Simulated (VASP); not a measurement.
Set up this calculation in VASP 6.6.1, as the native input.

| Item | Value |
| --- | --- |
| Task | single point |
| Functional | PBE |
| Potentials or basis | VASP PAW PBE potentials, release 64 (Si, C) |
| Cutoff | 520 eV |
| k mesh | 8 × 6 × 10 |
| Occupations | gaussian, width 0.02 eV |
| Spin | no spin polarisation |
| Dipole correction | no |
| Further INCAR settings | ALGO = Normal; EDIFF = 1e-07; NBANDS = 16 |

The structure of SiC lies in POSCAR:

```
SiC
1.0
    3.2160326483      0.0000000000      0.0000000000
    0.0000000000      4.5481569380      0.0000000000
    0.0000000000      0.0000000000      3.0048279293
Si C
2 2
Direct
    0.0000000000      0.0000000000      0.0000000000
    0.5000000000      0.5000000000      0.5000023000
    0.5000000000      0.2500000000      0.0000000000
    1.0000000000      0.7500000000      0.5000023000
```

The cell was built by a generator and needn't be a form met in nature.

These files were run (other wordings do the same):

INCAR

```
SYSTEM = SiC
PREC     = Accurate       ! precision mode
ENCUT    = 520            ! plane-wave cutoff, eV
EDIFF    = 1E-7           ! SCF threshold, eV
ISMEAR   = 0              ! smearing method
SIGMA    = 0.02           ! smearing width, eV
LREAL    = .FALSE.        ! projectors in reciprocal space
LASPH    = .TRUE.         ! aspherical terms in the spheres
NELM     = 100            ! most SCF steps
ALGO     = Normal         ! electronic algorithm
ISIF     = 2              ! what is computed and relaxed
LWAVE    = .FALSE.        ! write WAVECAR
LCHARG   = .FALSE.        ! write CHGCAR
GGA      = PE             ! functional
NBANDS   = 16             ! bands
```

KPOINTS

```
regular mesh
0
G
  8 6 10
  0 0 0
```

Potentials or basis: VASP PAW PBE potentials, release 64 (Si, C).

Command:

```console
$ cat potpaw_PBE.64/Si/POTCAR potpaw_PBE.64/C/POTCAR > POTCAR
$ mpirun -np 1 vasp_std > vasp.out
```

It gave:

```json
{
  "Pressure": "-8.0 GPa",
  "Largest force": "0.361 eV/Å",
  "Band gap on the k mesh": "1.02 eV"
}
```

Run time: 21 s on 1 thread of Intel(R) Xeon(R) 6975P-C (Granite Rapids), with other jobs on the host, peak memory 0.19 GiB.
